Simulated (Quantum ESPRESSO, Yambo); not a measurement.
# Quasiparticle gap of ZrSe2 (1T monolayer) in Yambo, part 3 of 3

How does a plane-wave GW calculation on ZrSe2 (1T monolayer) run from the first input to the gap?

Quantum ESPRESSO 7.5 and Yambo 5.3.0; PBE and many-body steps on it, plane waves. Known limits of the many-body steps: not at the basis limit; no spin-orbit coupling.

So far. Step 4 (Bands along the symmetry lines): The gap is 0.530 eV, −0.021 eV from the run before at this level. Step 5 (Empty states on the mesh, 6×6×1 mesh, 87 bands): On this mesh the gap is 0.530 eV.

### Step 7. Screening and self-energy, 6×6×1 mesh, 87 bands, screening to 74.8 eV

Now the one-shot GW correction: screening in the RPA, then the self-energy of the levels asked for.

This step: G0W0 on PBE, plane waves, norm-conserving pseudopotentials.

The input, gw1.in:

```
HF_and_locXC
gw0
dyson
ppa
em1d
rim_cut
rim_w
RandQpts= 3000000
RandGvec= 100 RL
CUTGeo= "slab z"
RandGvecW= 9 RL
EXXRLvcs= 104 Ry
VXCRLvcs= 416 Ry
Chimod= "HARTREE"
% BndsRnXp
 1 | 87 |
%
NGsBlkXp= 5.5 Ry
% LongDrXp
 1 | 1 | 0 |
%
% GbndRnge
 1 | 87 |
%
DysSolver= "n"
ExtendOut
PPAPntXp= 27.21138 eV
% QPkrange
 1 | 1 | 29 | 32 |
 4 | 4 | 29 | 32 |
%
```

Launch:

```
> OMP_NUM_THREADS=2 mpirun -n 4 yambo -F gw1.in -J gw1 -C gw1 > gw1.log
```

What it wrote:

```text
 Yambo, version 5.3.0

 [02] CORE Variables Setup
 =========================

  [... cell, symmetries and grids as in the set-up ...]

  [02.05] Energies & Occupations
  ==============================

  [X] === General ===
  [X] Electronic Temperature                        :  0.000000  0.000000 [eV K]
  [X] Bosonic    Temperature                        :  0.000000  0.000000 [eV K]
  [X] Finite Temperature mode                       : no
  [X] El. density                                   :  0.29858E+24 [cm-3]
  [X] Fermi Level                                   :  0.171324 [eV]

  [X] === Gaps and Widths ===
  [X] Conduction Band Min                           :  0.529598 [eV]
  [X] Valence Band Max                              :  0.000000 [eV]
  [X] Filled Bands                                  :  30
  [X] Empty Bands                                   :   31   87
  [X] Direct Gap                                    :  1.128932 [eV]
  [X] Direct Gap localized at k                     :  1
  [X] Indirect Gap                                  :  0.529598 [eV]
  [X] Indirect Gap between kpts                     :   1   4
  [X] Last valence band width                       :  1.924906 [eV]
  [X] 1st conduction band width                     :  1.311309 [eV]

 [03] Transferred momenta grid and indexing
 ==========================================

 IBZ Q-points                                      :   7
 BZ  Q-points                                      :   36

 K/Q-points units:
 rlu = crystal or reduced units; cc = cartesian coordinates; iku = interal k-units

 Q [1]          [rlu]:  0.000000  0.000000  0.000000
 Q [2]          [rlu]:  0.51729E-17  0.16667       0.0000
 Q [3]          [rlu]:  0.10346E-16  0.33333       0.0000
 Q [4]          [rlu]: -0.15519E-16 -0.50000       0.0000
 Q [5]          [rlu]:  0.166667  0.166667  0.000000
 Q [6]          [rlu]:  0.166667  0.333333  0.000000
 Q [7]          [rlu]:  0.333333  0.333333  0.000000

 [04] Coloumb potential Random Integration (RIM)
 ===============================================

 Performing RIM of v_slab

  [04.01] RIM initialization
  ==========================

  * Diagonal components only detected *

  8 x (sBL volume)        :  0.040647 [a.u.]
  sBZ random points       :  3000000
  Points outside the sBZ  :  24000829
  RL volume               :  0.182913 [a.u.]
  Integrated volume       :  0.182907 [a.u.]

  [04.02] RIM integrals
  =====================

  Gamma point sphere radius             :  0.039453 [a.u.]
  Points outside the sphere             :  2398884
  [Int_sBZ(q=0) 1/q^2]*(Vol_sBZ)^(-1/3) =:  7.536990
                                 should be <:  7.795600

  Summary of Coulomb integrals for non-metallic bands |Q|[au] RIM/Bare

  Q [1] 0.100000E-4 0.966826 * Q [2] 0.168026 1.020985
  Q [5] 0.291029 1.031060 * Q [3] 0.336051 1.027409
  Q [6] 0.444554 1.018761 * Q [4] 0.504077 1.014916
  Q [7] 0.582058 1.011580
  Non-periodic chartesian directions : none
  Optical renormalization            :  30.23562 [au]
  Polarizability dimension           : length

 [05] Coloumb potential CutOffslab
 =================================

 Cut directionsZ
 Slab Cutoff:Z
 Symmetry test passed : yes

 [06] Dipoles
 ============

  [06.01] Setup: observables and procedures
  =========================================

  [WARNING] [x,Vnl] slows the Dipoles computation. To neglect it rename the ns.kb_pp file

 [07] Dynamic Dielectric Matrix (PPA)
 ====================================

 [WR./gw1//ndb.pp]---------------------------------------------------------------
  Brillouin Zone Q/K grids (IBZ/BZ)                :    7   36    7   36
  RL vectors                                       :  28483 [WF]
  Coulomb cutoff potential                         : slab z
  Electronic Temperature                           :  0.000000 [K]
  Bosonic    Temperature                           :  0.000000 [K]
  PPA    diel. fun.  energies                      : Perdew, Burke & Ernzerhof(X)+Perdew, Burke & Ernzerhof(C)
  wavefunctions                                    : Perdew, Burke & Ernzerhof(X)+Perdew, Burke & Ernzerhof(C)
  Global Gauge                                     : length
  X matrix size                                    :   341
  X band range                                     :    1   87
  X e/h energy range                               : -1.000000 -1.000000 [eV]
  X Time ordering                                  : R
  X Hxc Kernel                                     : HARTREE
  X Drude frequency                                :  0.000000  0.000000
  X poles                                          :  100.0000 [o/o]
  RL vectors in the sum                            :  28483
  [r,Vnl] included                                 : yes
  Field direction                                  :  0.707107E-5  0.707107E-5   0.00000
  BZ energy Double Grid                            : no
  BZ energy DbGd points                            : 0
  BZ Q point size factor                           : -1.000000
  X Optical Averaged directions                    : none

 [08] Local Exchange-Correlation + Non-Local Fock
 ================================================

 [VXC] Plane waves :  194387
 [EXS] Plane waves :  24321

 QP @ state[ 1 ] K range:  1  1
 QP @ state[ 1 ] b range:   29   32
 QP @ state[ 2 ] K range:   4   4
 QP @ state[ 2 ] b range:   29   32

 [xc] Functional : Perdew, Burke & Ernzerhof(X)+Perdew, Burke & Ernzerhof(C)
 [xc] LIBXC used to calculate xc functional
  PP Number of Atomic Species                      :  2
  NLCC RL compoments                               :  194387
  PP Number of Atomic Species                      :  2
  NLCC RL compoments                               :  194387

 [xc] E_xc :  -56.40700 [Ha]
      E_xc :  -112.8140 [Ry]

  Local XC kind (lXC) : Perdew, Burke & Ernzerhof(X)+Perdew, Burke & Ernzerhof(C)
  Non-Local XC kind (nlXC) : Hartree-Fock

  Corrections @ K [1] :  [eV]
 <29|nlXC|29> = -16.42396  0.20380E-18 <29|lXC|29> = -14.68462  0.47204E-16
 <30|nlXC|30> = -16.42401 -0.47948E-18 <30|lXC|30> = -14.68465  0.94408E-16
 <31|nlXC|31> = -8.699769 -0.37703E-18 <31|lXC|31> = -13.95993  0.68093E-32
 <32|nlXC|32> = -8.699749  0.77568E-18 <32|lXC|32> = -13.95991  0.56645E-15

  Corrections @ K [4] :  [eV]
 <29|nlXC|29> = -16.02256 -0.83634E-18 <29|lXC|29> = -13.31446  0.66246E-31
 <30|nlXC|30> = -16.35372  0.41569E-17 <30|lXC|30> = -13.97027  0.89376E-32
 <31|nlXC|31> = -8.664500  0.67609E-18 <31|lXC|31> = -13.12649  0.47204E-16
 <32|nlXC|32> = -8.625417  0.12100E-17 <32|lXC|32> = -15.14303 -0.14269E-34

 [09] Dyson equation: Newton solver
 ==================================

  [09.01] RIM-W interpolation
  ===========================

  [WARNING] RIM-W works only for 2D semiconductors with slab cutoff
  Found compatible q grid: 2D
  q_min[ 1 ]:  0.16667      0.47267E-11   0.0000     [rlu]
   0.166667  0.083333  0.000000 [iku]
  q_min[ 2 ]:  0.46907E-11  0.16667       0.0000     [rlu]
   0.19851E-10  0.16667       0.0000     [iku]
  G-vectors :   9
  G-vectors loaded:   63
  Number of interpolated frequencies:  2

  Evaluating coefficients q = 0
  Evaluating coefficients q = 0

  [09.02] RIM-W integrals
  =======================

  8 x (sBL volume)        :  0.040647 [a.u.]
  sBZ random points       :  3000000
  Points outside the sBZ  :  24000829
  RL volume               :  0.182913 [a.u.]
  Integrated volume       :  0.182907 [a.u.]

  [09.03] RIM integrals
  =====================

  Comparison between head Wc = W - v averages: < Wc > [au] RIM-W/RIM

   < -Wc [Q = 1] > 0.394935E-1 0.765599E-4 * < -Wc [Q = 2] > 0.005152 0.004976
   < -Wc [Q = 3] > 0.940039E-3 0.921398E-3 * < -Wc [Q = 4] > 0.321763E-3 0.318486E-3
   < -Wc [Q = 5] > 0.001367 0.001335 * < -Wc [Q = 6] > 0.453075E-3 0.447940E-3
   < -Wc [Q = 7] > 0.217530E-3 0.216079E-3

  Comparison between head Wc = W - v averages: < Wc > [au] RIM-W/RIM

   < -Wc [G = 1,G`=0] > 0.394935E-1 0.765599E-4 * < -Wc [G = 2,G`=0] >-0.002047 0.000000
   < -Wc [G = 3,G`=0] >-0.002048 0.000000 * < -Wc [G = 4,G`=0] > 0.121697E-4  0.00000
   < -Wc [G = 5,G`=0] > 0.121883E-4  0.00000 * < -Wc [G = 6,G`=0] > 0.138930E-3  0.00000
   < -Wc [G = 7,G`=0] > 0.138895E-3  0.00000 * < -Wc [G = 8,G`=0] >-0.286357E-4  0.00000
   < -Wc [G = 9,G`=0] >-0.286300E-4  0.00000

 [10] G0W0 (W PPA)
 =================

 [  GW  ] Bands range     :    1   87
 [GW/PPA] G damping       :  0.100000 [eV]

 QP @ state[ 1 ] K range:  1  1
 QP @ state[ 1 ] b range:   29   32
 QP @ state[ 2 ] K range:   4   4
 QP @ state[ 2 ] b range:   29   32

  Sc/G bands                                       :    1   87
  Sc/G damping                                     :  0.100000 ev
  Sc bands terminator                              : no
  Sx RL components                                 :  24321

  QP @ state[ 1 ] K range                          :  1  1
  QP @ state[ 1 ] b range                          :   29   32
  QP @ state[ 2 ] K range                          :   4   4
  QP @ state[ 2 ] b range                          :   29   32
  GF energies kind                                 : Perdew, Burke & Ernzerhof(X)+Perdew, Burke & Ernzerhof(C)
  GF WF`s kind                                     : Perdew, Burke & Ernzerhof(X)+Perdew, Burke & Ernzerhof(C)
  Xs energies kind                                 : Perdew, Burke & Ernzerhof(X)+Perdew, Burke & Ernzerhof(C)
  Xs WF`s kind                                     : Perdew, Burke & Ernzerhof(X)+Perdew, Burke & Ernzerhof(C)

 [14] Game Over & Game summary
```

The job ended after 6.3 min (4 MPI ranks of Arm Neoverse V1, shared host; peak memory 5.8 GiB; 21 min of CPU time).

This step gave:

```yaml
g0w0_gap_on_the_points_computed: 1.501 eV
starting_gap_on_the_mesh: 0.5296 eV
k_of_the_valence_top: 0, 0, 0
k_of_the_conduction_bottom: 0, -0.5, 0
least_direct_g0w0_gap_on_the_computed_points: 2.273 eV
z_at_the_valence_top: 0.7335
z_at_the_conduction_bottom: 0.7284
```

The gap on the mesh goes from 0.53 eV to 1.50 eV, a correction of +0.97 eV. The start differs from the 0.55 eV found before because the two sample other k points.

Limits: finite bands, cutoff and mesh; no spin-orbit coupling. v1 is the top filled band, c1 the lowest empty one. Levels before and after the correction, in eV, zero at the valence-band top of each column:

```csv
,conduction bottom,valence top
Kohn-Sham,0.53,0.00
G0W0,1.50,0.00
```

```csv
,level,energy (eV)
Kohn-Sham,Γ v2-v1,0.000
Kohn-Sham,Γ c1-c2,1.129
Kohn-Sham,(0 -0.5 0) v2,-1.453
Kohn-Sham,(0 -0.5 0) v1,-1.047
Kohn-Sham,(0 -0.5 0) c1,0.530
Kohn-Sham,(0 -0.5 0) c2,2.573
G0W0,Γ v2-v1,0.000
G0W0,Γ c1-c2,2.273
G0W0,(0 -0.5 0) v2,-1.739
G0W0,(0 -0.5 0) v1,-1.219
G0W0,(0 -0.5 0) c1,1.501
G0W0,(0 -0.5 0) c2,3.944
```

### Step 8. Where the time went

Times are wall times on the hardware named with each run. The host was busy with other work, so they are no guide to cost.

```csv
step,time,share,memory (GiB)
relaxation,7 min,40 %,1.9
ground state,91 s,9 %,1.7
bands along the symmetry lines,85 s,8 %,1.5
empty states on the mesh,56 s,5 %,1.3
conversion and set-up,8 s,1 %,0.27
screening and self-energy,6.3 min,36 %,5.8
```

### Step 9. Outcome

```json
{"PBE gap": "0.53 eV, indirect", "G0W0 gap on the mesh": "1.50 eV", "GW settings": "6×6×1 mesh, 87 bands, screening to 74.8 eV, Godby-Needs plasmon pole", "known limits": "not at the basis limit; no spin-orbit coupling"}
```

What this shows: G0W0 moves the gap on the mesh from 0.53 eV to 1.50 eV (+0.97 eV), with Z of 0.73 and 0.73 at the edges. Only 2 of the mesh's irreducible points were corrected, so a valley elsewhere could overtake. Bands and cutoff are finite, so the gap is not at the basis limit. The miss can reach some tenths of an eV and take either sign; the mesh is an error of its own. In the G0W0 run levels were corrected at 2 k points alone, so a gap called «on the mesh» is the least over those, and an edge elsewhere would be missed. The many-body steps are scalar-relativistic: spin-orbit coupling is not in them.

[Paths, hosts, dates, memory and timing lines, banners, echoed tables and standing remarks are left out of the program output.]

[Logs are printed without paths, hosts, clocks, repeated set-up lines and the standing remarks that a program may print on its own settings, such as how far it seeks lower states.]

[Runs of the session that timed out or met a known fault of the program may be left out.]

[Hosts, paths, dates, database ids (printed as entryN), source tags and the programs' standing remarks are cut or masked in the printed files.]
